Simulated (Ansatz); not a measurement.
Zinc-blende ZnTe

These are r²SCAN in Ansatz (plane waves, PAW) values and carry that method's errors.

Run with plane-wave cutoff 600 eV, 10×10×10 k mesh, scalar-relativistic PAW data made under PBE.

Cell (relaxed at this level):

```cif
data_Te4Zn4
_chemical_formula_sum 'Zn4 Te4'
_space_group_name_H-M_alt 'F-43m'
_space_group_IT_number 216
_space_group_name_Hall 'F -4 2 3'
_cell_length_a 6.11356
_cell_length_b 6.11356
_cell_length_c 6.11356
_cell_angle_alpha 90.000
_cell_angle_beta 90.000
_cell_angle_gamma 90.000
loop_
_atom_site_label
_atom_site_type_symbol
_atom_site_symmetry_multiplicity
_atom_site_Wyckoff_symbol
_atom_site_fract_x
_atom_site_fract_y
_atom_site_fract_z
_atom_site_occupancy
Zn1 Zn 4 a 0.00000 0.00000 0.00000 1
Te1 Te 4 c 0.25000 0.25000 0.25000 1
```
(The calculation used a cell of 2 atoms; values per cell refer to that cell.)

```yaml
elastic constant C11: 71.6 GPa
elastic constant C12: 38.8 GPa
elastic constant C44: 33.7 GPa
Voigt–Reuss–Hill bulk modulus: 49.8 GPa
Voigt–Reuss–Hill shear modulus (Hill average): 25.2 GPa
young_modulus: 64.8 GPa
poisson_ratio: 0.283
```

Measured, for comparison: elastic constant C11 71.1 GPa, elastic constant C12 40.7 GPa, elastic constant C44 31.3 GPa (temperature not stated, no zero-point or thermal correction; as tabulated in Oses et al. (2018), arXiv:1811.08464). Computed (rounded) less measured: elastic constant C11 +0.7 %, elastic constant C12 -5 %, elastic constant C44 +8 %. A static lattice is as a rule a little smaller and stiffer than an uncorrected measurement, which narrows the difference in the elastic constant C44 and would widen misses of the other sign.

Elastic constants are with the ions relaxed.

Spin–orbit coupling is not included.

It cost about 6 core-minutes (a rough figure) of CPU time.

Ansatz is a quantum-chemistry and plane-wave program.
